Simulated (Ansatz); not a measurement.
## ZnS (F-43m), random displacements

Computed with DFT LDA, scalar-relativistic, plane waves, PAW (Ansatz 0.2.0). Cutoff 420 eV, Γ-centred 6×6×6 k-points, Gaussian smearing of 0.05 eV. No spin polarisation. Energies are free energies at this smearing, counted from the undisturbed cell; pressure is positive in compression.

Zero of the scan (as given, not relaxed at this level):

```xyz
8
Lattice="5.4093 0.0000 0.0000 0.0000 -5.4093 0.0000 0.0000 0.0000 -5.4093" Properties=species:S:1:pos:R:3 pbc="T T T"
Zn    0.0000   -2.7046   -2.7046
Zn    2.7046    0.0000   -2.7046
Zn    2.7046   -2.7046    0.0000
Zn    0.0000    0.0000    0.0000
S     4.0570   -4.0570   -4.0570
S     1.3523   -1.3523   -4.0570
S     1.3523   -4.0570   -1.3523
S     4.0570   -1.3523   -1.3523
```

The atoms are displaced (Å, in the unstrained cell):

| atom | ux | uy | uz |
| --- | --- | --- | --- |
| Zn1 | -0.100 | -0.367 | -0.023 |
| Zn2 | 0.105 | 0.221 | 0.170 |
| Zn3 | -0.189 | -0.294 | -0.138 |
| Zn4 | -0.086 | 0.214 | -0.417 |
| S5 | -0.144 | 0.393 | -0.122 |
| S6 | 0.126 | 0.143 | -0.010 |
| S7 | 0.270 | -0.394 | 0.004 |
| S8 | 0.017 | 0.085 | 0.535 |

Strain (Voigt, engineering shear): (-0.0265, -0.1019, 0.1390, -0.0439, 0.0189, -0.0060).

Problem. What are the energy change, the stress and the forces?

Solution. ΔE = 870.5 meV/atom; stress (xx, yy, zz, yz, xz, xy; compression positive) (14.92, 8.11, -1.25, 6.81, -2.40, 6.04) GPa; gap on the mesh 0.11 eV.
```tsv
atom	Fx (eV/Å)	Fy	Fz
Zn1	0.95	1.47	-0.14
Zn2	4.21	-3.37	-6.61
Zn3	0.10	2.72	2.09
Zn4	3.47	4.08	4.16
S5	1.17	-1.76	1.33
S6	-0.59	-0.41	0.82
S7	-4.69	3.15	2.40
S8	-4.61	-5.88	-4.05
```

Cost: 1 run of about 1.2 core-minutes, on Intel Xeon Platinum 8259CL (Skylake/Cascade Lake) (shared hosts).